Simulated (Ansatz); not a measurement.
Relaxation of a periodic cell of 17 atoms, Si (host Si, host structure diamond, interstitial Si), to a largest force component of 0.03 eV/Å in at most 60 steps.

These are results of Ansatz, DFT PBE-D3(BJ), scalar-relativistic, plane waves, PAW, not measurements. Settings: PAW set soft_1, cutoff 420 eV, k mesh 2x2x2, gaussian smearing 0.05 eV, no spin polarisation.

```xyz
17
Lattice="0.0000 5.4300 5.4300 5.4300 0.0000 5.4300 5.4300 5.4300 0.0000" Properties=species:S:1:pos:R:3
Si 0.000 0.000 0.000
Si 1.357 1.357 1.357
Si 2.715 2.715 0.000
Si 4.072 4.072 1.357
Si 2.715 0.000 2.715
Si 4.072 1.357 4.072
Si 5.430 2.715 2.715
Si 6.787 4.072 4.072
Si 0.000 2.715 2.715
Si 1.357 4.072 4.072
Si 2.715 5.430 2.715
Si 4.072 6.787 4.072
Si 2.715 2.715 5.430
Si 4.072 4.072 6.787
Si 5.430 5.430 5.430
Si 6.787 6.787 6.787
Si 8.137 5.437 5.409
```

Task: Where does it end, and by what steps?

Result: The forces met the threshold. The force dipped under the threshold on the way, but the program's further checks kept it going. Limits of this set-up: a small cell, in which the defect meets its images. After 3 steps the energy has fallen by 0.122 eV; Si8 moved furthest, 0.04 Å.

| step | energy less start (eV) | largest force component (eV/Å) | accepted |
| --- | --- | --- | --- |
| 0 | 0.0000 | 0.564 | yes |
| 1 | -0.1097 | 0.183 | yes |
| 2 | -0.1219 | 0.012 | yes |
| 3 | -0.1219 | 0.012 | yes |

```xyz
17
Lattice="0.0000 5.4300 5.4300 5.4300 0.0000 5.4300 5.4300 5.4300 0.0000" Properties=species:S:1:pos:R:3
Si 0.033 0.001 -0.001
Si 1.353 1.362 1.362
Si 2.714 2.682 -0.001
Si 4.092 4.053 1.377
Si 2.715 0.000 2.682
Si 4.098 1.383 4.047
Si 5.428 2.717 2.708
Si 6.762 4.047 4.047
Si 0.000 2.715 2.716
Si 1.354 4.069 4.069
Si 2.714 5.431 2.748
Si 4.076 6.791 4.068
Si 2.716 2.748 5.430
Si 4.078 4.067 6.793
Si 5.397 5.429 5.430
Si 6.765 6.810 6.810
Si 8.142 5.432 5.423
```

Whether the end is a true minimum wasn't checked by a vibrational analysis.

The run took 43 s on 1 thread of Arm Neoverse N1 (shared host), peak memory 0.5 GiB.
